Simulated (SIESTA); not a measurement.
Crystal: Sn.

```
CELL_PARAMETERS angstrom
-1.72654 1.77555 2.33834
1.72654 -1.77555 2.33834
1.72654 1.77555 -2.33834
ATOMIC_POSITIONS crystal
Sn 0.00000 0.00000 0.00000
```

This isn't the form of Sn at room conditions, which is tetragonal (white tin).

```yaml
Program: SIESTA 5.4.2
Task: single point
Functional: PBEsol
Potentials_or_basis: PseudoDojo 0.4 standard (PBEsol files)
Basis: DZP (energy shift 0.003 Ry; two zetas on semicore shells)
Grid_cutoff: 500 Ry
Energy_shift: 0.003 Ry
k_mesh: 11 × 11 × 11
Occupations: fermi-dirac, width 0.05 eV
Spin: no spin polarisation
```

On this cell: pressure -2.6 GPa; band gap on the k mesh none (metal or under the smearing width).

The same run follows on a disturbed copy (cell strained at random at fixed volume):

```
CELL_PARAMETERS angstrom
-1.66577 1.76563 2.29581
1.74442 -1.79906 2.37926
1.68238 1.81521 -2.32119
ATOMIC_POSITIONS crystal
Sn 0.99505 0.98835 0.99670
```

What does the disturbed cell give?

The energy (extrapolated to zero smearing) moves by +5.0 meV/atom; pressure -2.6 GPa; band gap on the k mesh none (metal or under the smearing width).

Stress tensor (GPa, compression positive):
```
-1.59  0.00 -0.60
 0.00 -3.48  0.18
-0.60  0.18 -2.72
```

Caveats: the basis of atomic orbitals isn't converged, which shifts pressures, moduli and gaps.
